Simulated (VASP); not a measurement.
Crystal: MgS.

```
S Mg
1.0
     4.03462    0.00000    0.00000
    -2.01731    3.49409    0.00000
     0.00000    0.00000    6.43229
S Mg
2 2
Direct
  0.66667 0.33333 0.87924
  0.33333 0.66667 0.37924
  0.33333 0.66667 0.99575
  0.66667 0.33333 0.49575
```

The cell comes from a database or a generator and needn't be the stable form of this composition.

Base run:

* Program: VASP 6.6.1
* Functional: TB-mBJ
* Potentials or basis: VASP PAW PBE potentials, release 64 (S, Mg)
* Cutoff: 520 eV
* k mesh: 8 × 8 × 4
* Occupations: gaussian, width 0.02 eV
* Spin: no spin polarisation

Its results: band gap on the k mesh 5.04 eV, direct.

**Question.** The run is repeated on the same cell with these changes: functional from TB-mBJ to r2SCAN. What comes out?

**Answer.** Band gap on the k mesh 4.10 eV, direct.
